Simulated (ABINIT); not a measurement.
Here is an ABINIT 10.8.3 (patched build) calculation.

File run.abi:

```
pp_dirpath "./"
pseudos "Au.upf, Zn.upf"

acell 3.147 3.147 3.147 Angstrom
rprim
     1.0000000000     0.0000000000     0.0000000000
     0.0000000000     1.0000000000     0.0000000000
     0.0000000000     0.0000000000     1.0000000000
ntypat 2
znucl 79 30
natom 2
typat 1 2
xred
     0.0000000000     0.0000000000     0.0000000000
     0.5000000000     0.5000000000     0.5000000000

ecut 979.609905 eV

kptopt 1
ngkpt 6 6 6
nshiftk 1
shiftk 0.0 0.0 0.0

ixc 2

nband 24
occopt 3
tsmear 0.05 eV

nstep 100
tolvrs 1.0e-10

iomode 3
prtwf 0
prteig 0
prtebands 0
enunit 2
prtden 1
prtvha 1
prtvclmb 1
prtpot 1
prtelf 1
```

Potentials or basis: PseudoDojo NC SR LDA v0.4 stringent.

Run with:

```console
$ abinit run.abi > log 2>&1
```

Predict the pressure.

-9.1 GPa.

What does it give for the band gap on the k mesh?

None (metal or under the smearing width).

Spin-orbit coupling is left out, which matters for the levels of Au.
